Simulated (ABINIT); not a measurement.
ScAl3:

```
CELL_PARAMETERS angstrom
4.08781 0.00000 0.00000
0.00000 4.08781 0.00000
0.00000 0.00000 4.08781
ATOMIC_POSITIONS crystal
Sc 0.00000 0.00000 0.00000
Al 0.50000 0.50000 0.00000
Al 0.00000 0.50000 0.50000
Al 0.50000 0.00000 0.50000
```

The cell is a database's computed one.

Base run:

```yaml
Program: ABINIT 10.8.3 (patched build)
Functional: revPBE
Potentials_or_basis: JTH PAW PBE v2.0
Cutoff: 408 eV
k_mesh: 7 × 7 × 7
Occupations: fermi-dirac, width 0.05 eV
Spin: no spin polarisation
```

Its results: band gap on the k mesh none (metal or under the smearing width); pressure 2.4 GPa.

**Question.** After a change of settings the same cell gave: band gap on the k mesh none (metal or under the smearing width); pressure 1.3 GPa. Which change was it?
A. functional from revPBE to PBEsol; k mesh from 7 × 7 × 7 to 4 × 4 × 4
B. functional from revPBE to BLYP
C. functional from revPBE to SOGGA
D. functional from revPBE to BP86

**Answer.** D.

Caveats: the PAW data sets were made with another functional, which shifts forces and pressure a little.
